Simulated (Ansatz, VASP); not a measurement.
NiO: programs and potentials compared

The starting cell:

```
CELL_PARAMETERS angstrom
0.00000 2.08590 2.08590
2.08590 0.00000 2.08590
2.08590 2.08590 0.00000
ATOMIC_POSITIONS crystal
Ni 0.00000 0.00000 0.00000
O 0.50000 0.50000 0.50000
```

Alike in all runs: task relaxation of cell and atoms; functional revPBE; dispersion D3(BJ); k mesh 11 × 11 × 11; occupations fermi-dirac, width 0.05 eV; collinear spin, ferromagnetic start; no spin-orbit coupling. The measured crystal is an antiferromagnetic insulator; the state found here is the runs' own.

```tsv
program and potentials	plane-wave cutoff (eV)	notes	equilibrium volume (Å³/atom)
Ansatz, Ansatz PAW	420	potentials made for PBE, which Ansatz adapts in part; 12 valence electrons an atom on average	9.26
VASP, PBE PAW files Ni, O, 600 eV	600	potentials made for PBE; 8 valence electrons an atom on average	9.24
Ansatz, all-electron LAPW, scalar-relativistic	-	-	9.27
```

The equilibrium volume spans 9.24 (VASP, PBE PAW files Ni, O, 600 eV) to 9.27 Å³/atom (Ansatz, all-electron LAPW, scalar-relativistic), with all-electron results at 9.27. Some sets were made for another functional than the one run, which can shift their rows. The state is the one that the start led to, which needn't be the lowest. Relaxations stop with a little pressure left, so the last digit of a volume isn't settled.

Differences between rows come from potentials, basis sets and numerical settings, since the functional is the same but for its coding. Runs on potential files found faulty are left out.

The three equilibrium volumes nearly coincide, and both potential-based runs reproduce the all-electron value closely. For the volume of NiO, then, the treatment of the core matters little at this level of theory. This is chemically reasonable: the lattice size is set mainly by the balance between Madelung attraction and short-range Ni–O repulsion, with a covalent contribution from O 2p and Ni 3d states, while the deeper shells respond only weakly to small changes in bond length. The run with 12 valence electrons per atom lies nearer the all-electron result than the one with 8, possibly because Ni semicore states are free to relax, but the difference is too small to establish this.

The agreement supports the numerical consistency of the volume, not the accuracy of the functional for the electronic structure of NiO. Nor does it show that the runs share the same final spin moment or band gap, since volume is a much less sensitive probe of the 3d shell than either of these.
